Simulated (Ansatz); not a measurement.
Input for Ansatz (plane-wave DFT, PAW):

```yaml
crystal:
  lattice:
    - [-2.6867032364, 2.6867032364, 5.2300306318]
    - [2.6867032364, -2.6867032364, 5.2300306318]
    - [2.6867032364, 2.6867032364, -5.2300306318]
  atoms:
    - { symbol: Zn, position: [0.0, 0.0, 0.0] }
    - { symbol: Zn, position: [0.75, 0.25, 0.5] }
    - { symbol: Si, position: [0.5, 0.5, 0.0] }
    - { symbol: Si, position: [0.25, 0.75, 0.5] }
    - { symbol: P, position: [0.375, 0.3923012, 0.5173012] }
    - { symbol: P, position: [0.875, 0.8576988, 0.4826988] }
    - { symbol: P, position: [0.6076988, 0.125, 0.9826988] }
    - { symbol: P, position: [0.1423012, 0.625, 0.0173012] }
basis:
  ecutwfc: 500
kpoints:
  mp_grid: { grid: [8, 8, 8] }
hamiltonian:
  xc: r2scan
scf:
  occupations: { method: gaussian, width: 0.02 }
output:
  forces: true
  stress: true
  eigenvalues: true
  write_density: true
  write_potential: true
  elf: true
  volumetric_format: npy
relax:
  adjacent_minimum: "off"
  f_tol: 0.005
  max_steps: 80
  cell: { stress_tol: 0.05 }
```

Run as
```bash
ansatz run input.yaml --threads 2 --pin off --max-ram 5120MiB --backend cpu --events-out ev --progress --plain --runs-dir out
```

Level of theory: Ansatz 0.2.0, DFT r2SCAN, scalar-relativistic, plane waves, PAW.

Abridged output (iterations and final results):

```
SCF iter   1: F=—  HF=-10969.340786 eV  |F-HF|=—  |Δ(HF+E_count)|=         —  Δρ=1.12e-2  dr2=1.33e-1  dr2_τ=4.69e-2  ethr=1.77e-3  ⟨swp⟩=9.3  Hψ=11693  notcnv=0  defer=2
SCF iter   2: F=—  HF=-10969.373267 eV  |F-HF|=—  |Δ(HF+E_count)|=   3.25e-2  Δρ=2.74e-3  dr2=8.82e-3  dr2_τ=5.01e-4  ethr=2.57e-4  ⟨swp⟩=2.9  Hψ=4276  notcnv=0  defer=158
SCF iter   3: F=—  HF=-10969.366494 eV  |F-HF|=—  |Δ(HF+E_count)|=   6.77e-3  Δρ=2.48e-3  dr2=6.72e-3  dr2_τ=4.19e-5  ethr=1.70e-5  ⟨swp⟩=2.7  Hψ=3583  notcnv=0  defer=158
SCF iter   4: F=—  HF=-10969.365378 eV  |F-HF|=—  |Δ(HF+E_count)|=   1.12e-3  Δρ=5.15e-4  dr2=2.83e-4  dr2_τ=5.02e-6  ethr=1.29e-5  ⟨swp⟩=3.0  Hψ=3669  notcnv=0  defer=158
SCF iter   5: F=—  HF=-10969.365362 eV  |F-HF|=—  |Δ(HF+E_count)|=   1.60e-5  Δρ=1.43e-4  dr2=2.50e-5  dr2_τ=1.24e-6  ethr=5.43e-7  ⟨swp⟩=3.0  Hψ=3386  notcnv=0  defer=158
SCF iter   6: F=—  HF=-10969.365371 eV  |F-HF|=—  |Δ(HF+E_count)|=   8.77e-6  Δρ=2.67e-5  dr2=8.49e-7  dr2_τ=2.02e-8  ethr=4.81e-8  ⟨swp⟩=2.3  Hψ=3185  notcnv=0  defer=158
SCF iter   7: F=-10969.365371 eV  HF=-10969.365371 eV  |F-HF|=5.24e-8  |Δ(HF+E_count)|=   3.45e-7  Δρ=9.04e-6  dr2=8.76e-8  dr2_τ=1.03e-9  ethr=1.92e-10  ⟨swp⟩=18.0  Hψ=18378  notcnv=0
SCF 1 converged in 7 iterations: F = -10969.365371 eV  dr2 = 8.76e-8
relax step   1: F+E_penalty+E_count = -10969.36537109 eV  Δ(F+E_penalty+E_count) = +0.000e0 eV  max|allowed force component| = 3.871e-2 eV/Å  Δτ_max = 0.0000 Å  P = +0.226 GPa  Ω = 151.009 Å³  (7 SCF iters, dr2 threshold 1.00e-7 eV, accepted)
Crystal: 8 atoms, lattice volume = 151.232 Å³
Basis set: ecut = 500 eV, 3819 PW (Γ), exchange–correlation on 192×192×192 points (64 copies of the dense FFT grid, shifted against one another)
Initial density: handed on by an earlier stage of this run
Initial wavefunctions: those handed on with the density
SCF iter   1: F=—  HF=-10969.365659 eV  |F-HF|=—  |Δ(HF+E_count)|=         —  Δρ=1.42e-4  dr2=4.24e-5  dr2_τ=2.72e-5  ethr=7.39e-8  ⟨swp⟩=3.3  Hψ=10857  notcnv=0
SCF iter   2: F=—  HF=-10969.365720 eV  |F-HF|=—  |Δ(HF+E_count)|=   6.15e-5  Δρ=9.02e-5  dr2=1.59e-5  dr2_τ=7.09e-8  ethr=7.39e-8  ⟨swp⟩=2.0  Hψ=3452  notcnv=0
SCF iter   3: F=—  HF=-10969.365720 eV  |F-HF|=—  |Δ(HF+E_count)|=   1.45e-7  Δρ=6.43e-5  dr2=3.14e-6  dr2_τ=6.52e-8  ethr=3.06e-8  ⟨swp⟩=2.0  Hψ=3439  notcnv=0
SCF iter   4: F=—  HF=-10969.365718 eV  |F-HF|=—  |Δ(HF+E_count)|=   1.90e-6  Δρ=1.16e-5  dr2=3.43e-7  dr2_τ=1.68e-8  ethr=6.04e-9  ⟨swp⟩=2.0  Hψ=3296  notcnv=0
SCF iter   5: F=-10969.365718 eV  HF=-10969.365718 eV  |F-HF|=9.53e-9  |Δ(HF+E_count)|=   5.53e-8  Δρ=5.14e-6  dr2=4.96e-8  dr2_τ=7.20e-10  ethr=2.70e-10  ⟨swp⟩=11.7  Hψ=15650  notcnv=0
SCF 2 converged in 5 iterations: F = -10969.365718 eV  dr2 = 4.96e-8
relax step   2: F+E_penalty+E_count = -10969.36571806 eV  Δ(F+E_penalty+E_count) = -3.470e-4 eV  max|allowed force component| = 1.193e-2 eV/Å  Δτ_max = 0.0017 Å  P = +0.066 GPa  Ω = 151.232 Å³  energy of the carried Pulay correction = -3.132e-5 eV  (5 SCF iters, dr2 threshold 1.40e-7 eV, accepted)
Crystal: 8 atoms, lattice volume = 151.334 Å³
SCF iter   1: F=—  HF=-10969.365732 eV  |F-HF|=—  |Δ(HF+E_count)|=         —  Δρ=6.93e-5  dr2=1.09e-5  dr2_τ=6.14e-6  ethr=1.97e-8  ⟨swp⟩=3.3  Hψ=10880  notcnv=0
SCF iter   2: F=—  HF=-10969.365746 eV  |F-HF|=—  |Δ(HF+E_count)|=   1.48e-5  Δρ=4.59e-5  dr2=4.23e-6  dr2_τ=1.70e-8  ethr=1.97e-8  ⟨swp⟩=2.2  Hψ=3447  notcnv=0
SCF iter   3: F=—  HF=-10969.365747 eV  |F-HF|=—  |Δ(HF+E_count)|=   7.07e-8  Δρ=3.14e-5  dr2=7.32e-7  dr2_τ=1.60e-8  ethr=8.14e-9  ⟨swp⟩=2.0  Hψ=3428  notcnv=0
SCF iter   4: F=—  HF=-10969.365746 eV  |F-HF|=—  |Δ(HF+E_count)|=   4.43e-7  Δρ=6.02e-6  dr2=9.35e-8  dr2_τ=3.94e-9  ethr=1.41e-9  ⟨swp⟩=2.0  Hψ=3296  notcnv=0
SCF iter   5: F=-10969.365746 eV  HF=-10969.365746 eV  |F-HF|=3.58e-9  |Δ(HF+E_count)|=   1.35e-8  Δρ=2.66e-6  dr2=1.34e-8  dr2_τ=1.76e-10  ethr=3.30e-11  ⟨swp⟩=9.5  Hψ=16637  notcnv=0
SCF 3 converged in 5 iterations: F = -10969.365746 eV  dr2 = 1.34e-8
relax step   3: F+E_penalty+E_count = -10969.36574610 eV  Δ(F+E_penalty+E_count) = -2.804e-5 eV  max|allowed force component| = 1.015e-3 eV/Å  Δτ_max = 0.0008 Å  P = -0.006 GPa  Ω = 151.334 Å³  energy of the carried Pulay correction = -4.563e-5 eV  (5 SCF iters, dr2 threshold 1.72e-8 eV, accepted)
Initial wavefunctions: pseudopotential atomic-orbital guess (no wavefunctions were taken with the density)
SCF iter   1: F=—  HF=-10969.365756 eV  |F-HF|=—  |Δ(HF+E_count)|=         —  Δρ=4.22e-5  dr2=7.34e-8  dr2_τ=1.07e-9  ethr=2.32e-7  ⟨swp⟩=4.1  Hψ=18120  notcnv=0
SCF iter   2: F=—  HF=-10969.365785 eV  |F-HF|=—  |Δ(HF+E_count)|=   2.92e-5  Δρ=2.13e-5  dr2=1.96e-8  dr2_τ=1.61e-7  ethr=1.41e-10  ⟨swp⟩=3.3  Hψ=4166  notcnv=0
SCF iter   3: F=—  HF=-10969.365790 eV  |F-HF|=—  |Δ(HF+E_count)|=   4.69e-6  Δρ=2.49e-6  dr2=1.71e-9  dr2_τ=2.25e-9  ethr=3.77e-11  ⟨swp⟩=2.1  Hψ=3544  notcnv=0
SCF iter   4: F=—  HF=-10969.365790 eV  |F-HF|=—  |Δ(HF+E_count)|=   6.09e-8  Δρ=6.92e-7  dr2=5.30e-10  dr2_τ=5.92e-11  ethr=3.29e-12  ⟨swp⟩=2.1  Hψ=3553  notcnv=0
SCF iter   5: F=—  HF=-10969.365790 eV  |F-HF|=—  |Δ(HF+E_count)|=  4.93e-10  Δρ=4.74e-7  dr2=1.99e-10  dr2_τ=5.28e-11  ethr=1.02e-12  ⟨swp⟩=2.0  Hψ=3193  notcnv=0
SCF iter   6: F=-10969.365790 eV  HF=-10969.365790 eV  |F-HF|=3.09e-11  |Δ(HF+E_count)|=   1.19e-9  Δρ=7.24e-8  dr2=5.90e-12  dr2_τ=1.44e-12  ethr=1.00e-12  ⟨swp⟩=8.1  Hψ=11731  notcnv=0
SCF 4 converged in 6 iterations: F = -10969.365790 eV  dr2 = 5.90e-12
SCF converged after 6 iterations
Free energy (F): -10969.365790 eV
Harris-Foulkes:  -10969.365790 eV  (|F-HF|=3.09e-11)
Internal energy: -10969.365790 eV  (E = F + TS)
E sigma→0 (E₀):  -10969.365790 eV
Fermi energy:    7.483095 eV
--- Per-component energies (eV) ---
  E_band       = 35.643250
  E_kinetic    = 626.652975
  E_local      = -4497.597296  (includes V_loc(G=0)·N_el)
  E_nonlocal   = 1410.689755
  E_hartree    = 1895.728661
  E_xc         = -588.322888
  E_vxc        = -472.792670  (∫ρ·V_xc dr)
  E_paw        = -7035.028083  (= ΣΔE_a)
  E_vpaw       = -844.792638  (= ΣTr[D̂ρ^β])
  E_aug_tail   = -0.000085  (compensation charges beyond the density's cutoff)
  E_vtau       = 22.025799  (kinetic-family band-sum trace: ∫τ·v_τ [+ j·A + Jᵃ·Aᵃ] dr)
  E_ewald      = -2780.607357
  E_core_change = -0.881472  (= ΣΔE_core)
  E_smearing   =  0.000000  (= −TS)
--- Forces (eV/Å), atoms counted from 1 ---
  atom   1  Zn     0.00000000     0.00000000     0.00000000
  atom   2  Zn     0.00000000     0.00000000     0.00000000
  atom   3  Si     0.00000000     0.00000000     0.00000000
  atom   4  Si     0.00000000     0.00000000     0.00000000
  atom   5  P     -0.00101525     0.00000000     0.00000000
  atom   6  P      0.00101525     0.00000000     0.00000000
  atom   7  P      0.00000000     0.00101525     0.00000000
  atom   8  P      0.00000000    -0.00101525     0.00000000
--- Stress (GPa, compression-positive) ---
       -0.003136       0.000000       0.000000
        0.000000      -0.003136       0.000000
        0.000000       0.000000      -0.010245
  P = ⅓ Tr σ = -0.0055 GPa (-0.055 kbar)
--- Band table (eV; the first three rows and the last of 59) ---
  k-point 0: bands = ["-6.9340", "-3.8598", "-3.8509", "-3.8509", "-2.2255", "-0.2694", "-0.2009", "-0.2009", "-0.1896", "-0.0514", "-0.0368", "-0.0215", "0.0898", "0.0913", "0.0913", "0.2703", "1.8114", "2.1731", "2.1731", "2.5074", "3.0672", "4.2645", "4.2645", "6.5760", "6.5760", "6.7049", "8.2613", "8.8755", "9.8727", "10.3020", "10.3020", "10.4621", "11.8548", "11.8548"]
  k-point 1: bands = ["-6.8193", "-4.0953", "-3.9770", "-3.8650", "-2.0142", "-0.3447", "-0.2572", "-0.2042", "-0.1686", "-0.0913", "-0.0750", "-0.0028", "0.0375", "0.1087", "0.1373", "0.3667", "1.7067", "2.2710", "2.2727", "2.8475", "3.0938", "4.1518", "4.4734", "5.6977", "6.3033", "6.5291", "8.5886", "9.6903", "10.0221", "10.3138", "10.6294", "11.0446", "11.4228", "11.4751"]
  k-point 2: bands = ["-6.4925", "-4.5573", "-4.2299", "-3.9410", "-1.5928", "-0.5087", "-0.2503", "-0.2082", "-0.1374", "-0.1326", "-0.1250", "-0.0189", "0.0250", "0.0914", "0.1580", "0.2650", "1.4385", "2.0634", "3.0251", "3.2948", "3.6086", "4.1423", "4.6438", "5.0957", "5.5360", "6.3872", "9.0112", "9.9665", "10.1529", "10.8390", "11.0050", "11.1980", "11.8575", "11.9083"]
  k-point 58: bands = ["-5.9010", "-5.9010", "-3.8988", "-3.8988", "-0.8876", "-0.8876", "-0.2126", "-0.2126", "-0.1515", "-0.1515", "-0.0710", "-0.0710", "0.0250", "0.0250", "0.2808", "0.2808", "2.7251", "2.7251", "2.8972", "2.8972", "4.4745", "4.4745", "4.7477", "4.7477", "5.5324", "5.5324", "8.4794", "8.4794", "8.6841", "8.6841", "9.5588", "9.5588", "10.9501", "10.9501"]
--- Relaxed structure (3 steps of the walk, 3 accepted, 1 SCFs on fresh bases) ---
  F+E_penalty+E_count = -10969.36579023 eV   max|allowed force component| = 1.015e-3 eV/Å   (the final SCF, on the basis selected at the relaxed cell)
  cell:  # Å, volume = 151.3338 Å³
    - [-2.68861509, 2.68861509, 5.23382021]
    - [2.68861509, -2.68861509, 5.23382021]
    - [2.68861509, 2.68861509, -5.23382021]
  atoms:
    - { symbol: Zn, position: [0.0, 0.0, 0.0] }
    - { symbol: Zn, position: [0.75000000, 0.24999999, 0.50000000] }
    - { symbol: Si, position: [0.5, 0.5, 0.0] }
    - { symbol: Si, position: [0.24999999, 0.75000000, 0.50000000] }
    - { symbol: P, position: [0.37500000, 0.39183538, 0.51683538] }
    - { symbol: P, position: [0.87500000, 0.85816461, 0.48316461] }
    - { symbol: P, position: [0.60816461, 0.12499999, 0.98316461] }
    - { symbol: P, position: [0.14183538, 0.625, 0.01683538] }
```

The relaxation met its thresholds.

It took 2.2 min on 2 threads of Intel(R) Xeon(R) Platinum 8488C (Sapphire Rapids), with other jobs on the host, peak memory 1 GiB.